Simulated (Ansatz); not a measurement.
**Spinel MgAl2O4**

The numbers are results of HSE06 (Ansatz, a program for electronic structure, PAW), not measurements.

Settings: plane-wave cutoff 460 eV, 6×6×6 k mesh, Fermi–Dirac smearing 0.01 eV, scalar-relativistic PAW data made under PBE.

Cell (relaxed at this level):

Space group Fd-3m, origin choice 1 (No. 227); a = b = c = 8.0766 Å, α = β = γ = 90.00°

| atom | site | symmetry | x | y | z |
|---|---|---|---|---|---|
| Mg | 8a | -43m | 0.0000 | 0.0000 | 0.0000 |
| Al | 16d | .-3m | 0.6250 | 0.6250 | 0.6250 |
| O | 32e | .3m | 0.3886 | 0.3886 | 0.3886 |
(The calculation used a cell of 14 atoms; values per cell refer to that cell.)

```json
{
 "band_gap": "7.21 eV",
 "smallest_direct_gap_on_the_k_points_sampled": "7.22 eV"
}
```

Measured, for comparison: band gap 7.8 eV (temperature not stated, no zero-point or thermal correction; as tabulated in Neo et al. (2023), doi:10.1002/gch2.202200236). Computed (rounded) less measured: band gap -0.59 eV.

Computed values are for the static lattice.
